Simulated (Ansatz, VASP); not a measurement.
# Ta2N: VASP beside Ansatz

```
CELL_PARAMETERS angstrom
3.04932 0.00000 0.00000
-1.52466 2.64079 0.00000
0.00000 0.00000 4.77043
ATOMIC_POSITIONS crystal
Ta 0.33333 0.66667 0.25471
Ta 0.66667 0.33333 0.74529
N 0.00000 0.00000 0.00000
```

Change from the starting cell: volume scaled by 0.94.

Alike in both runs: task single point; functional PBEsol; k mesh 10 × 10 × 6; occupations fermi-dirac, width 0.05 eV; no spin polarisation.

|  | VASP | Ansatz |
| --- | --- | --- |
| version | VASP 6.6.1 | Ansatz 0.2.0 |
| potentials or method | VASP PAW PBE potentials, release 64 (Ta_pv, N) | Ansatz PAW |
| plane-wave cutoff (eV) | 520 | 420 |
| valence electrons in the cell | 27 | 31 |

```tsv
	VASP	Ansatz	Ansatz less VASP
gap on the k mesh at the Fermi level (eV)	none	none	-
pressure (GPa)	10.2	9.5	-0.69
largest component of the traceless stress (GPa)	0.71	0.78	+0.071
rms of the force components (eV/Å)	0.063	0.035	-0.0287
```

Atom by atom the forces differ by 0.029 eV/Å (rms over components). A gap of «none» marks a metal or a gap that the smearing closes. The functional is the same, so the differences come from potentials, cutoffs and numerics. The two sets of potentials don't hold the same shells in valence.

Caveats: the PAW data sets were made with another functional, which shifts forces and pressure a little (VASP); the pressure holds a Pulay correction of +0.3 GPa for the finite cutoff (Ansatz); the PAW data sets come from PBE, with cores solved anew for the run's functional, which leaves a small shift of forces and pressure (Ansatz). Spin-orbit coupling is left out, which matters for the levels of Ta.
